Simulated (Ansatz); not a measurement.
**Effect of uniaxial stress, 1 GPa compression along x on CoPt**

The reference is CoPt (space group P4/mmm, No. 123; a = 2.677 Å, c = 3.729 Å; ferromagnetic; relaxed with 0.1 eV smearing). Axes: x, y, z lie along a, b, c of the conventional cell.

Now apply this change: uniaxial stress, 1 GPa compression along x; all other stress components relax to zero.

Computed with r2SCAN in Ansatz (plane waves to 500 eV, PAW, no spin-orbit coupling). Settings: 21×21×16 k-points, 0.1 eV Fermi–Dirac smearing.

| quantity | base | changed | shift |
|---|---|---|---|
| volume per atom | 13.36 Å³ | 13.34 Å³ | -0.02 Å³ |
| space group | P4/mmm (No. 123) | Pmmm (No. 47) | – |
| shortest interatomic distance | 2.657 Å | 2.657 Å | 0.000 Å |
| energy relative to the base (free energy F) | 0 meV/atom | +0.1 meV/atom | +0.1 meV/atom |
| band gap | zero | zero | – |
| magnetic state | ferromagnetic | ferromagnetic | – |
| largest site moment | 2.20 μB | 2.20 μB | 0.00 μB |
| strain response (xx, yy, zz) | – | (−0.26, +0.00, +0.13) % | – |

The magnetic state is the one reached from the starting moments; the real material's order can differ, and small cells can't hold many antiferromagnetic ones. Stability under load was not tested beyond the relaxation.

Ansatz is a quantum-chemistry and plane-wave program.
